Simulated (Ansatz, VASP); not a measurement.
# Cross-check of ThSiO4 between VASP and Ansatz, part 3 of 3

Wanted: the spread between two codes on one cell, functional and k mesh. The cell is taken from a series of runs on this material, whose earlier steps may have relaxed, scaled, displaced or heated it; both programs get it as it stands.

VASP 6.6.1 and Ansatz 0.2.0.

So far: Set-up; Ansatz: zone-centre phonons, PBEsol; VASP: zone-centre phonons, PBEsol.

**3. VASP: zone-centre phonons, PBEsol (continued)**

Level of this step: PBEsol; plane waves and PAW (Th, Si, O) (VASP).

Numbers of over 12 decimals in the logs are rounded to 6 here.

From OUTCAR (step 3):

```text
ion  position               nearest neighbor table
   1  0.000  0.000  0.000-   8 2.37   9 2.37   6 2.37  11 2.37   5 2.45  10 2.45  12 2.45   7 2.45
                             3 3.15   3 3.15
   2  0.750  0.250  0.500-   5 2.37  10 2.37   7 2.37  12 2.37   8 2.45   9 2.45   6 2.45  11 2.45
                             4 3.15   4 3.15
   3  0.500  0.500  0.000-   7 1.65  12 1.65  10 1.65   5 1.65   1 3.15   1 3.15
   4  0.250  0.750  0.500-   6 1.65  11 1.65   9 1.65   8 1.65   2 3.15   2 3.15
   5  0.510  0.333  0.177-   3 1.65   2 2.37   1 2.45
   6  0.083  0.406  0.323-   4 1.65   1 2.37   2 2.45
   7  0.156  0.333  0.823-   3 1.65   2 2.37   1 2.45
   8  0.083  0.760  0.677-   4 1.65   1 2.37   2 2.45
   9  0.240  0.917  0.323-   4 1.65   1 2.37   2 2.45
  10  0.667  0.490  0.823-   3 1.65   2 2.37   1 2.45
  11  0.594  0.917  0.677-   4 1.65   1 2.37   2 2.45
  12  0.667  0.844  0.177-   3 1.65   2 2.37   1 2.45

  LATTYP: Found a body centered tetragonal cell.
 ALAT       =     7.1483074390
 C/A-ratio  =     0.8825106338

 Subroutine GETGRP returns: Found 16 space group operations
 (whereof  8 operations were pure point group operations)

The static configuration has the point symmetry D_2d.
 The point group associated with its full space group is D_4h.

 Found     13 irreducible k-points:

   k-points           NKPTS =     13   k-points in BZ     NKDIM =     13   number of bands    NBANDS=     52

   dimension x,y,z NGX =    48 NGY =   48 NGZ =   48
   dimension x,y,z NGXF=    96 NGYF=   96 NGZF=   96

   ENCUT  =  600.0 eV  44.10 Ry    6.64 a.u.  11.90 11.90 11.90*2*pi/ulx,y,z

   NELECT =      80.0000    total number of electrons

 k-points in reciprocal lattice and weights: Automatic mesh
   0.00000000  0.00000000  0.00000000       0.016
   0.25000000  0.00000000  0.00000000       0.125
   0.50000000  0.00000000  0.00000000       0.062
   0.25000000  0.25000000  0.00000000       0.125
   0.50000000  0.25000000 -0.00000000       0.250
  -0.25000000  0.25000000  0.00000000       0.062
   0.50000000  0.50000000  0.00000000       0.031
   0.25000000  0.25000000  0.25000000       0.031
  -0.25000000  0.25000000  0.25000000       0.062
   0.50000000  0.50000000  0.25000000       0.062
  -0.25000000  0.50000000  0.25000000       0.125
  -0.25000000 -0.25000000  0.25000000       0.031
   0.50000000  0.50000000  0.50000000       0.016

 average (electrostatic) potential at core
       1 -58.9077       2 -58.9077       3 -84.1060       4 -84.1060       5 -70.1119
       6 -70.1119       7 -70.1119       8 -70.1119       9 -70.1119      10 -70.1119
      11 -70.1119      12 -70.1119

  Total       -0.8277196     -0.8277196     -0.4771537      0.0000000      0.0000000      0.0000000
  in kB       -8.2279989     -8.2279989     -4.7431760      0.0000000      0.0000000      0.0000000
  external PRESSURE =      -7.0663913 kB  Pullay stress =       0.0000000 kB

  energy-cutoff  :      600.00
  volume of cell :      161.18
      direct lattice vectors                 reciprocal lattice vectors
    -3.574153719  3.574153719  3.154228664     0.000000000  0.139893256  0.158517360
     3.574153719 -3.574153719  3.154228664     0.139893256  0.000000000  0.158517360
     3.574153719  3.574153719 -3.154228664     0.139893256  0.139893256  0.000000000

 POSITION                                       TOTAL-FORCE (eV/Angst)
[...]
2.309648 -0.000000  0.523052    -0.215839    0.000000   -0.155460
      3.574154  2.309648 -1.054063    -0.000000    0.215839    0.155460
      4.838659  0.000000  0.523052     0.215839    0.000000   -0.155460
      3.574154 -1.264505  2.631177     0.000000    0.215839   -0.155460
      2.309648  3.574154  1.054063    -0.215839   -0.000000    0.155460
      3.574154  1.264505  2.631177     0.000000   -0.215839   -0.155460
      1.264505  0.000000  4.208291     0.215839   -0.000000    0.155460

   2 f  =   26.881017 THz   168.898409 2PiTHz  896.654202 cm-1   111.170902 meV
             X         Y         Z           dx          dy          dz
      0.000000  0.000000  0.000000     0.000000    0.000000    0.022514
      0.000000  3.574154  1.577114    -0.000000   -0.000000    0.022514
      0.000000  0.000000  3.154229     0.000000    0.000000   -0.489395
      3.574154  0.000000  1.577114     0.000000   -0.000000   -0.489395
      0.000000  1.264505  2.100166    -0.000000   -0.212639    0.140645
      2.309648 -0.000000  0.523052     0.212639    0.000000    0.140645
      3.574154  2.309648 -1.054063    -0.000000    0.212639    0.140645
      4.838659  0.000000  0.523052    -0.212639    0.000000    0.140645
      3.574154 -1.264505  2.631177    -0.000000   -0.212639    0.140645
      2.309648  3.574154  1.054063    -0.212639    0.000000    0.140645
      3.574154  1.264505  2.631177     0.000000    0.212639    0.140645
      1.264505  0.000000  4.208291     0.212639   -0.000000    0.140645

   3 f  =   25.968178 THz   163.162875 2PiTHz  866.205182 cm-1   107.395707 meV
             X         Y         Z           dx          dy          dz
      0.000000  0.000000  0.000000    -0.000000    0.000000    0.000000
      0.000000  3.574154  1.577114     0.000000   -0.000000    0.000000
      0.000000  0.000000  3.154229    -0.000000    0.000000    0.000000
      3.574154  0.000000  1.577114     0.000000   -0.000000    0.000000
      0.000000  1.264505  2.100166     0.000000   -0.279374    0.216680
      2.309648 -0.000000  0.523052     0.279374   -0.000000    0.216680
      3.574154  2.309648 -1.054063    -0.000000    0.279374    0.216680
      4.838659  0.000000  0.523052    -0.279374   -0.000000    0.216680
      3.574154 -1.264505  2.631177    -0.000000    0.279374   -0.216680
      2.309648  3.574154  1.054063     0.279374   -0.000000   -0.216680
      3.574154  1.264505  2.631177    -0.000000   -0.279374   -0.216680
      1.264505  0.000000  4.208291    -0.279374   -0.000000   -0.216680

   4 f  =   25.754314 THz   161.819124 2PiTHz  859.071430 cm-1   106.511235 meV
             X         Y         Z           dx          dy          dz
      0.000000  0.000000  0.000000     0.000000    0.000000    0.000000
      0.000000  3.574154  1.577114    -0.000000   -0.000000   -0.000000
      0.000000  0.000000  3.154229     0.000000   -0.000000   -0.000000
      3.574154  0.000000  1.577114    -0.000000   -0.000000    0.000000
      0.000000  1.264505  2.100166     0.000000   -0.314212    0.162082
      2.309648 -0.000000  0.523052    -0.314212    0.000000   -0.162082
      3.574154  2.309648 -1.054063    -0.000000    0.314212    0.162082
      4.838659  0.000000  0.523052     0.314212    0.000000   -0.162082
      3.574154 -1.264505  2.631177     0.000000   -0.314212    0.162082
      2.309648  3.574154  1.054063     0.314212    0.000000   -0.162082
      3.574154  1.264505  2.631177     0.000000    0.314212    0.162082
      1.264505  0.000000  4.208291    -0.314212   -0.000000   -0.162082

   5 f  =   25.263237 THz   158.733600 2PiTHz  842.690882 cm-1   104.480306 meV
             X         Y         Z           dx          dy          dz
      0.000000  0.000000  0.000000     0.017036   -0.017406   -0.000000
      0.000000  3.574154  1.577114    -0.017036    0.017406   -0.000000
      0.000000  0.000000  3.154229     0.311742   -0.318509    0.000000
      3.574154  0.000000  1.577114    -0.311742    0.318509   -0.000000
      0.000000  1.264505  2.100166    -0.006133    0.221164   -0.166900
      2.309648 -0.000000  0.523052     0.216465   -0.006266    0.163354
      3.574154  2.309648 -1.054063    -0.006133    0.221164    0.166900
      4.838659  0.000000  0.523052     0.216465   -0.006266   -0.163354
      3.574154 -1.264505  2.631177     0.006133   -0.221164    0.166900
      2.309648  3.574154  1.054063    -0.216465    0.006266    0.163354
      3.574154  1.264505  2.631177     0.006133   -0.221164   -0.166900
      1.264505  0.000000  4.208291    -0.216465    0.006266   -0.163354

   6 f  =   25.263237 THz   158.733600 2PiTHz  842.690882 cm-1   104.480306 meV
             X         Y         Z           dx          dy          dz
      0.000000  0.000000  0.000000     0.017406    0.017036   -0.000000
      0.000000  3.574154  1.577114    -0.017406   -0.017036   -0.000000
      0.000000  0.000000  3.154229     0.318509    0.311742   -0.000000
      3.574154  0.000000  1.577114    -0.318509   -0.311742    0.000000
      0.000000  1.264505  2.100166    -0.006266   -0.216465    0.163354
      2.309648 -0.000000  0.523052     0.221164    0.006133    0.166900
      3.574154  2.309648 -1.054063    -0.006266   -0.216465   -0.163354
      4.838659  0.000000  0.523052     0.221164    0.006133   -0.166900
      3.574154 -1.264505  2.631177     0.006266    0.216465   -0.163354
      2.309648  3.574154  1.054063    -0.221164   -0.006133    0.166900
      3.574154  1.264505  2.631177     0.006266    0.216465    0.163354
      1.264505  0.000000  4.208291    -0.221164   -0.006133   -0.166900

   7 f  =   24.452819 THz   153.641594 2PiTHz  815.658250 cm-1   101.128689 meV
             X         Y         Z           dx          dy          dz
      0.000000  0.000000  0.000000     0.003582   -0.000877   -0.000000
      0.000000  3.574154  1.577114     0.003582   -0.000877   -0.000000
      0.000000  0.000000  3.154229     0.436671   -0.106917    0.000000
      3.574154  0.000000  1.577114     0.436671   -0.106917   -0.000000
      0.000000  1.264505  2.100166     0.005166    0.073751   -0.054616
      2.309648 -0.000000  0.523052    -0.301213   -0.001265   -0.223063
      3.574154  2.309648 -1.054063     0.005166    0.073751    0.054616
      4.838659  0.000000  0.523052    -0.301213   -0.001265    0.223063
      3.574154 -1.264505  2.631177     0.005166    0.073751   -0.054616
      2.309648  3.574154  1.054063    -0.301213   -0.001265    0.223063
      3.574154  1.264505  2.631177     0.005166    0.073751    0.054616
      1.264505  0.000000  4.208291    -0.301213   -0.001265   -0.223063

   8 f  =   24.452819 THz   153.641594 2PiTHz  815.658250 cm-1   101.128689 meV
             X         Y         Z           dx          dy          dz
      0.000000  0.000000  0.000000     0.000877    0.003582    0.000000
      0.000000  3.574154  1.577114     0.000877    0.003582    0.000000
      0.000000  0.000000  3.154229     0.106917    0.436671    0.000000
      3.574154  0.000000  1.577114     0.106917    0.436671   -0.000000
      0.000000  1.264505  2.100166     0.001265   -0.301213    0.223063
      2.309648 -0.000000  0.523052    -0.073751    0.005166   -0.054616
      3.574154  2.309648 -1.054063     0.001265   -0.301213   -0.223063
      4.838659  0.000000  0.523052    -0.073751    0.005166    0.054616
      3.574154 -1.264505  2.631177     0.001265   -0.301213    0.223063
    [... 421 further lines ...]
      3.574154  1.264505  2.631177    -0.000000    0.000007   -0.157407
      1.264505  0.000000  4.208291     0.000007   -0.000000   -0.157407

 MACROSCOPIC STATIC DIELECTRIC TENSOR IONIC CONTRIBUTION
 ------------------------------------------------------
           9.618501    -0.000000     0.000000
          -0.000000     9.618501    -0.000000
           0.000000    -0.000000     7.832575
 ------------------------------------------------------

 ELASTIC MODULI CONTR FROM IONIC RELAXATION (kBar)
 Direction    XX          YY          ZZ          XY          YZ          ZX
 --------------------------------------------------------------------------------
 XX        -834.9573    288.8942   -185.1368      0.0000      0.0000     -0.0000
 YY         288.8942   -834.9573   -185.1368     -0.0000     -0.0000     -0.0000
 ZZ        -185.1368   -185.1368   -173.0633     -0.0000     -0.0000     -0.0000
 XY           0.0000     -0.0000     -0.0000    -72.8850     -0.0000     -0.0000
 YZ           0.0000     -0.0000     -0.0000      0.0000   -572.5274     -0.0000
 ZX          -0.0000     -0.0000     -0.0000     -0.0000     -0.0000   -570.2309
 --------------------------------------------------------------------------------

 PIEZOELECTRIC TENSOR IONIC CONTR  for field in x, y, z        (C/m^2)
          XX          YY          ZZ          XY          YZ          ZX
  --------------------------------------------------------------------------------
  x    -0.00000     0.00000     0.00000     0.00000    -0.00000     0.00000
  y     0.00000     0.00000     0.00000     0.00000    -0.00000     0.00000
  z    -0.00000     0.00000    -0.00000     0.00000    -0.00000    -0.00000
```

The PAW data sets were made with PBE, which is usual practice but a small mismatch for other functionals.

**4. Side by side**

Known differences besides the potentials themselves: fixed occupations in Ansatz, narrow Gaussian smearing in VASP; the cutoff is 420 eV in Ansatz and 600 eV in VASP; Ansatz makes its cores anew for this functional, VASP keeps those of its PBE data sets. Total energies have different zeros and are not compared.

The two programs side by side:

```tsv
quantity	Ansatz	VASP	difference
ε∞ xx	3.70	3.68	+0.54 %
ε∞ yy	3.70	3.68	+0.54 %
ε∞ zz	3.93	3.91	+0.53 %
Born charge of Th1 (mean of the diagonal) (e)	5.49	5.47	+0.02
Born charge of Si3 (mean of the diagonal) (e)	3.53	3.50	+0.03
Born charge of O5 (mean of the diagonal) (e)	-2.25	-2.24	-0.01
```

Zone-centre modes by rising frequency (cm⁻¹; imaginary ones negative):

```tsv
program	modes
Ansatz	0.0, 0.0, 0.0, 119.4, 124.6, 124.6, 125.0, 187.7, 187.7, 190.9, 190.9, 205.1, 250.5, 269.5, 276.3, 276.3, 297.8, 302.4, 302.4, 347.8, 417.3, 421.9, 421.9, 487.9, 487.9, 523.4, 537.4, 560.8, 803.4, 803.4, 831.2, 831.2, 851.7, 860.3, 883.5, 895.4
VASP	-0.3, -0.1, -0.1, 120.9, 121.2, 124.5, 124.5, 187.3, 187.3, 193.3, 193.3, 203.1, 248.9, 273.1, 278.7, 278.7, 300.4, 303.8, 303.8, 347.7, 418.0, 421.7, 421.7, 488.3, 488.3, 525.0, 538.0, 561.6, 815.7, 815.7, 842.7, 842.7, 859.1, 866.2, 896.7, 909.2
```

The two lists differ in the order or number of single and degenerate modes, so they aren't paired one by one; the r.m.s. figure in the results sets the two lists side by side in order.

**5. Outcome**

```json
{
 "r.m.s. difference of the optical zone-centre modes, each program's sorted by frequency (zone-centre phonons, PBEsol)": "5.7 cm⁻¹",
 "difference in ε∞ xx (zone-centre phonons, PBEsol)": "+0.5 %"
}
```

**Reading.** The r.m.s. difference of the optical zone-centre modes, each program's sorted by frequency is 5.7 cm⁻¹ (zone-centre phonons, PBEsol). Among the rows given in per cent, the largest difference of the zone-centre phonons, PBEsol pair is in ε∞ xx, +0.5 %. Such differences can come from data sets, numerical settings and the points named under the comparisons, not from the functional's error against experiment.

[Lines on the potential files, build, host, timing and source positions are cut from VASP's logs without a mark.]

[Logs are printed without paths, hosts, clocks, repeated set-up lines and the standing remarks that a program may print on its own settings, such as how far it seeks lower states.]

[Hosts, paths, dates, database ids (printed as entryN), source tags and the programs' standing remarks are cut or masked in the printed files.]
